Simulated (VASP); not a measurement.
## A VASP 6.6.1 single-point calculation on PbS

INCAR

```
PREC = Accurate
ENCUT = 520
NBANDS = 17
EDIFF = 1E-7
LASPH = .TRUE.
GGA = PE
LWAVE = .FALSE.
ISIF = 2
ALGO = Conjugate
LCHARG = .FALSE.
NSW = 0
LREAL = .FALSE.
NELM = 120
SIGMA = 0.02
IBRION = -1
ISMEAR = -1
```

KPOINTS

```
KPOINTS created by Atomic Simulation Environment
0
Gamma
8 8 8
0 0 0
```

POSCAR

```
Pb S
 1.0000000000000000
     0.0000000000000000    2.9872326761987287    2.9872326761987287
     2.9872326761987287   -0.0000000000000000    2.9872326761987287
     2.9872326761987287    2.9872326761987287   -0.0000000000000000
 Pb  S
   1   1
Cartesian
  0.0000000000000000  0.0000000000000000  0.0000000000000000
  2.9872326761987287  2.9872326761987287  2.9872326761987287
```

The recommended PBE PAW datasets give the neutral cell 20 valence electrons.

Command

```
mpirun -np 1 vasp_std
```

**Question.** How does this run end, and what does it give?

**Answer.** It converged. Results: gap between bands v and c on the k mesh 0.44 eV; least direct gap on the k mesh 0.44 eV; pressure 0.9 GPa. Band v is the last that the valence electrons fill when counted band by band, and c is the next.

OSZICAR

```
N       E                     dE             d eps       ncg     rms           ort
DAV:   1     0.159682333559E+03    0.15968E+03   -0.99337E+03   493   0.137E+03
DAV:   2     0.336999043926E+01   -0.15631E+03   -0.15109E+03   493   0.317E+02
DAV:   3    -0.895645219572E+01   -0.12326E+02   -0.12045E+02   493   0.935E+01
DAV:   4    -0.925730980332E+01   -0.30086E+00   -0.30067E+00   493   0.160E+01
DAV:   5    -0.926913674406E+01   -0.11827E-01   -0.11826E-01   493   0.306E+00
SDA:   6    -0.788074723511E+01    0.13884E+01   -0.11826E-01   493   0.347E+01   0.000E+00
CGA:   7    -0.862202484927E+01   -0.74128E+00   -0.74245E+00   493   0.675E+00  -0.430E-01
CGA:   8    -0.872367162774E+01   -0.10165E+00   -0.10158E+00   493   0.105E+00   0.916E-03
CGA:   9    -0.875816741648E+01   -0.34496E-01   -0.34548E-01   493   0.272E-01  -0.387E-03
CGA:  10    -0.876579143390E+01   -0.76240E-02   -0.76339E-02   493   0.611E-02  -0.138E-03
CGA:  11    -0.876684861808E+01   -0.10572E-02   -0.10592E-02   493   0.106E-02   0.468E-04
CGA:  12    -0.876720105296E+01   -0.35243E-03   -0.35325E-03   493   0.131E-03  -0.690E-05
CGA:  13    -0.876723182654E+01   -0.30774E-04   -0.30866E-04   493   0.414E-04  -0.785E-05
CGA:  14    -0.876724166808E+01   -0.98415E-05   -0.97514E-05   493   0.878E-05   0.362E-05
CGA:  15    -0.876724454536E+01   -0.28773E-05   -0.28217E-05   493   0.354E-05   0.819E-06
SDA:  16    -0.876724576590E+01   -0.12205E-05   -0.18050E-05   493   0.509E-05  -0.253E-05
CGA:  17    -0.876724637363E+01   -0.60773E-06   -0.74416E-06   493   0.562E-06   0.122E-05
SDA:  18    -0.876724645508E+01   -0.81449E-07   -0.10672E-06   493   0.217E-06   0.269E-06
SDA:  19    -0.876724666729E+01   -0.21221E-06   -0.21272E-06   493   0.379E-06  -0.112E-06
SDA:  20    -0.876724666912E+01   -0.18333E-08   -0.35497E-07   493   0.910E-07   0.181E-06
   1 F= -.87672467E+01 E0= -.87672466E+01  d E =-.120781E-06
```

For comparison, a separate PBE run of the intended cell, on usual settings and not on those above, gives a gap of 0.44 eV on its mesh and a pressure of 0.9 GPa.
